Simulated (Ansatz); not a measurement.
MgO built on the zincblende prototype, relaxed with r2SCAN in the plane-wave code Ansatz. The symmetry is F-43m (No. 216, cubic); conventional cell a = 4.564 Å, 11.88 Å³ an atom. Mg has 4 O at 1.98 Å; O has 4 Mg at 1.98 Å.

The axes x, y and z are those of this cell:
```yaml
crystal:
  lattice:
    - [0.00000, 2.28201, 2.28201]
    - [2.28201, 0.00000, 2.28201]
    - [2.28201, 2.28201, 0.00000]
  atoms:
    - { symbol: Mg, position: [0.00000, 0.00000, 0.00000] }
    - { symbol: O, position: [0.25000, 0.25000, 0.25000] }
```

Unstrained: The PBE gap is direct at Γ: 3.657 eV. With r2SCAN the gap is 4.336 eV and direct, at Γ. With HSE06 the gap is 5.268 eV and direct, at Γ. Meshes: PBE 10×10×10, r2SCAN 10×10×10, HSE06 6×6×6. Strains are changes of length per length. After each strain the atoms were relaxed again with r2SCAN within the symmetry that the strain leaves, so tilts or polar shifts that break it weren't tested; points keep the names that they have in the unstrained zone. The cell comes from a prototype generator: it can be a known phase or a hypothetical one. Spin polarisation is off.

(1) Estimate what biaxial -4.87 % in x and y, z held does to the gap.

(2) Apply uniaxial -5.82 % along [111], other directions held. How far does the gap move, against the unstrained cell?

(3) One strain changed the r2SCAN stress by xx -0.68, yy -0.68, zz -0.68, xy +0.33, xz +0.33, yz +0.33 GPa (compression positive) and the gap by -0.051 eV (PBE), -0.053 eV (r2SCAN), -0.054 eV (HSE06). Which kind of strain was it, and roughly how large?

Answers

(1) PBE: the gap goes from 3.657 to 4.181 eV (+0.524 eV); it turns from direct (Γ) to indirect (Γ–K (0.27) → Γ); least and direct gap lie within 0.04 eV, so its kind isn't settled; with r2SCAN the top three valence levels at Γ, degenerate before, become 2+1 from the top over 122 meV. r2SCAN: the gap goes from 4.336 to 4.892 eV (+0.556 eV); it turns from direct (Γ) to indirect (Γ–K (0.27) → Γ); least and direct gap lie within 0.04 eV, so its kind isn't settled. HSE06: the gap goes from 5.268 to 5.870 eV (+0.602 eV); least and direct gap lie within 0.04 eV, so its kind isn't settled. The r2SCAN energy rises by 51.9 meV an atom.

(2) PBE: the gap goes from 3.657 to 3.733 eV (+0.076 eV); with r2SCAN the top three valence levels at Γ, degenerate before, become 1+2 from the top over 341 meV. r2SCAN: the gap goes from 4.336 to 4.426 eV (+0.090 eV). HSE06: the gap goes from 5.268 to 5.378 eV (+0.110 eV). The r2SCAN energy rises by 30.9 meV an atom.

(3) Epitaxial +0.37 % in the plane normal to [111], free normal strain -0.20 %. The pattern of the stress gives the kind; the size needs the stiffness, so it is an estimate.

The meshes of the hybrids are coarse, so their gaps aren't converged to the digits shown.

The splittings at Γ are without spin-orbit coupling, which regroups them where it is of like size or larger.
